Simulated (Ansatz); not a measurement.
`[CH2]CCC`, charge 0, multiplicity 2.

Question: Give a relaxed structure at PBE0-D4/def2-TZVP (Ansatz 0.2.0). (Estimate.)

Answer: Computed: 
```xyz
13

C    -0.999    1.789    0.357
C    -0.780    0.334    0.194
C     0.649   -0.036   -0.182
C     0.857   -1.534   -0.312
H    -1.997    2.207    0.355
H    -0.175    2.448    0.604
H    -1.474   -0.068   -0.556
H    -1.044   -0.193    1.127
H     1.331    0.369    0.575
H     0.910    0.460   -1.123
H     0.205   -1.956   -1.083
H     0.630   -2.047    0.627
H     1.887   -1.774   -0.582
```
This is one stationary point; other conformers may exist.
